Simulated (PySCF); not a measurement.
Compound: C7H8.
Numbering: `[CH:1]1=[CH:2][C@H:3]2[CH:4]=[CH:5][C@@H:6]1[CH2:7]2`

NICS is the negative of the GIAO shielding at a point without a nucleus: at the ring centre (0) and 1 Å above and below it (1); zz is the component along the ring normal. Level: GIAO HF/pcSseg-2 (PySCF, non-relativistic, gas phase) on the PBE0-D3(BJ)/def2-SVP geometry, one conformer.

Ring bond lengths (Å): C1–C2 1.336, C2–C3 1.535, C3–C7 1.548, C7–C6 1.548, C6–C1 1.535; C3–C4 1.535, C4–C5 1.336, C5–C6 1.535, C6–C7 1.548, C7–C3 1.548.

Question: Give the NICS values of each ring in ppm.

Answer: 
```
          ring                                                    type  NICS(0)  NICS(1), two faces  NICS(1)zz, two faces  rms pucker (Å)  centre to ring atoms, mean (Å)
C1–C2–C3–C7–C6  5-membered carbocycle; formal bonds 1 double, 4 single     -2.8         -2.8 / -3.9           -6.9 / -3.6            0.27                            1.23
C3–C4–C5–C6–C7  5-membered carbocycle; formal bonds 1 double, 4 single     -2.8         -3.9 / -2.8           -3.6 / -6.9            0.27                            1.23
```

Question: What do they say, and how far can they be read as aromaticity?

Answer: 
- C1–C2–C3–C7–C6: mean NICS(1)zz -5.2 ppm, shielded. C3, C6, C7 have four or more neighbours, and the NICS criterion for π rings isn't applied. The two faces differ by 3.3 ppm, so no symmetry operation interchanges them.
- C3–C4–C5–C6–C7: mean NICS(1)zz -5.2 ppm, shielded. C3, C6, C7 have four or more neighbours, so the value isn't read as a sign of a π ring current. The two faces differ by 3.3 ppm, so no symmetry operation interchanges them.

Question: At the first NICS(1) probe listed for ring C1–C2–C3–C7–C6, 1 Å off the ring, what do the in-plane components average?

Answer: The isotropic value is a third of the trace: (3 × -2.8 − (-6.9))/2 = -0.7 ppm.

Question: How shielded are the nuclei of the rings and their hydrogens (means over atoms taken as equivalent)?

Answer: 
```tsv
atoms	environment	σ isotropic (ppm)	principal values of the symmetric part, first atom (ppm)
C1 (×4)	alkene CH carbon	31.9	-122.3, 57.6, 160.3
C3 (×2)	sp3 carbon at a ring junction	144.7	138.1, 139.0, 157.0
C7	ring CH2 carbon	116.3	106.5, 118.0, 124.3
H on C1 (×4)	vinylic hydrogen	24.43	22.1, 24.2, 27.0
H on C3 (×2)	methine hydrogen	28.55	25.0, 26.3, 34.3
H on C7 (×2)	methylene hydrogen	29.84	26.6, 26.7, 36.3
```

Question: How do the values depend on the level or the medium?

Answer: 
```
             level  NICS(0), C1–C2–C3–C7–C6  mean NICS(1)zz, C1–C2–C3–C7–C6  NICS(0), C3–C4–C5–C6–C7  mean NICS(1)zz, C3–C4–C5–C6–C7
  HF/pcSseg-2, gas                     -2.8                            -5.2                     -2.8                            -5.2
PBE0/pcSseg-1, gas                     -2.1                            -5.3                     -2.1                            -5.3
```

The geometry is the same throughout.

On one thread, Arm Neoverse V1, on a shared host, this took 55 s. This is the whole shielding run at HF/pcSseg-2, SCF included.
